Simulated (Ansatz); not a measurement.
The system is Al2O3.

```
CELL_PARAMETERS angstrom
4.61378 0.00000 0.00000
0.00000 9.56328 0.00000
0.00000 0.00000 3.11986
ATOMIC_POSITIONS crystal
Al 0.98298 0.82457 0.00000
Al 0.01702 0.17543 0.00000
Al 0.48297 0.67543 0.50000
Al 0.51702 0.32457 0.50000
O 0.50000 0.50000 0.50000
O 0.12363 0.75305 0.50000
O 0.37637 0.25305 0.00000
O 0.62364 0.74695 0.00000
O 0.00000 0.00000 0.00000
O 0.87636 0.24695 0.50000
```

Measurements of this composition are mostly on another form, of space group No. 167.

Program: Ansatz 0.2.0. Alike in all runs: potentials or basis Ansatz PAW; no spin polarisation; cell as given; smearing fermi-dirac 0.05 eV.

Task: Order these runs on this cell by their pressure, lowest first.
A. level r2SCAN; k mesh 6 × 3 × 9; cutoff (eV) 500; points for each segment of the path 10; mesh quality not flagged
B. level PBE; k mesh 3 × 2 × 4; cutoff (eV) 420; mesh quality coarse
C. level PBE; k mesh 6 × 3 × 9; cutoff (eV) 250; mesh quality not flagged
D. level LDA; k mesh 6 × 3 × 9; cutoff (eV) 420; points for each segment of the path 10; mesh quality not flagged

Result: D (-6.5 GPa), A (-4.1 GPa), B (0.0 GPa), C (2.0 GPa).

Caveats: some runs use coarse meshes; the PAW data sets come from PBE, with cores solved anew for the run's functional, which leaves a small shift of forces and pressure (some runs); the pressure holds a Pulay correction of +59.6 GPa for the finite cutoff (some runs); the cutoff lies under the one recommended for these potentials (some runs).
